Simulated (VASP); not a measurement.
NiO, 2 atoms in the cell. Symmetry: F-43m, No. 216, cubic system. Conventional cell: a = 4.567 Å, b = 4.567 Å, c = 4.567 Å, α = 90.00°, β = 90.00°, γ = 90.00°. Ni (site symmetry -43m) has 4 O at 1.98 Å as nearest neighbours. O (site symmetry -43m) is surrounded by 4 Ni at 1.98 Å. Measurements of this composition are mostly on another form, of space group No. 225.

* Program: VASP 6.6.1
* Task: single point
* Functional: LDA
* Potentials or basis: VASP PAW LDA potentials, release 64 (Ni, O)
* Cutoff: 520 eV
* k mesh: 7 × 7 × 7
* Occupations: gaussian, width 0.05 eV
* Spin: collinear spin, ferromagnetic start
* Starting moments: [1.0, 0.0] μB
* Hubbard terms: Ni d U = 5 eV
* Further INCAR settings: ALGO = Normal; EDIFF = 1e-07

Potentials or basis: VASP PAW LDA potentials, release 64 (Ni, O).

Command:

```console
$ cat potpaw_LDA.64/Ni/POTCAR potpaw_LDA.64/O/POTCAR > POTCAR
$ mpirun -np 1 vasp_std > vasp.out
```

Hardware: 1 thread of Intel(R) Xeon(R) 6975P-C (Granite Rapids), on a shared host.

Problem. Estimate the wall time of this run.

Solution. Run time: 5 s on 1 thread of Intel(R) Xeon(R) 6975P-C (Granite Rapids), with other jobs on the host, peak memory 0.13 GiB. Counts: scf iterations 16, k points 20.
